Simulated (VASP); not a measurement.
A run of VASP 6.6.1:

INCAR

```
PREC = Accurate ; ENCUT = 600
EDIFF = 1E-8 ; ISMEAR = 0
SIGMA = 0.02 ; LREAL = F
LASPH = T ; NELM = 100
ALGO = Normal ; ISIF = 2
LWAVE = F ; LCHARG = F
LEPSILON = T ; IBRION = 8
NSW = 1
```

KPOINTS

```
Automatic mesh
0
Gamma
  9 9 6
```

File POSCAR:

```
AlN
1.0
    3.1453300000      0.0000000000      0.0000000000
   -1.5726600000      2.7239300000      0.0000000000
    0.0000000000      0.0000000000      5.0423900000
Al N
2 2
Direct
    0.6666700000      0.3333300000      0.4992400000
    0.3333300000      0.6666700000      0.9992400000
    0.6666700000      0.3333300000      0.8807600000
    0.3333300000      0.6666700000      0.3807600000
```

Potentials or basis: VASP PAW LDA potentials, release 64 (Al, N).

Launch:

```bash
$ cat potpaw_LDA.64/Al/POTCAR potpaw_LDA.64/N/POTCAR > POTCAR
$ mpirun -np 1 vasp_std > vasp.out
```

Hardware: 1 thread of Intel(R) Xeon(R) 6975P-C (Granite Rapids) (shared host).

How long does it take, and how much memory?

It took 12 min on 1 thread of Intel(R) Xeon(R) 6975P-C (Granite Rapids) (shared host), peak memory 0.49 GiB. Counts: scf iterations 155, k points 100.
